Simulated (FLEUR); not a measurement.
Al2Pt: equation of state with PBE

Al2Pt:

```
CELL_PARAMETERS angstrom
0.00000 2.95500 2.95500
2.95500 0.00000 2.95500
2.95500 2.95500 0.00000
ATOMIC_POSITIONS crystal
Pt 0.00000 0.00000 0.00000
Al 0.75000 0.75000 0.75000
Al 0.25000 0.25000 0.25000
```

| Property | Result |
| --- | --- |
| Program | FLEUR MaX-R8.1 (later development tree) |
| Task | equation of state |
| Functional | PBE |
| Potentials or basis | all-electron |
| Basis | FLAPW |
| Kmax | 5.57 1/bohr |
| k mesh | 8 × 8 × 8 |
| Occupations | fermi-dirac, width 0.05 eV |
| Spin | no spin polarisation |
| Gmax | 17.3 1/bohr |
| Muffin-tin radii | Pt 2.42, Al 1.76 bohr |
| lmax | Pt 10, Al 8 |
| lnonsphr | Pt 10, Al 8 |
| Local orbitals a species | Pt 5, Al 4 |

```json
{"Equilibrium volume": "17.53 Å³/atom", "Bulk modulus": "129 GPa", "Pressure derivative of the bulk modulus": "4.5 (rough: it moves with the points fitted)"}
```

Energy against volume, from the lowest point:
```
volume (Å³/atom)  energy (meV/atom)
          16.170              46.42
          16.514              23.74
          17.202               0.00
          17.890               0.39
          18.234               8.13
```

The run has no spin-orbit coupling, so splittings on Pt are missing. PBE usually gives volumes a little too large and moduli too small.
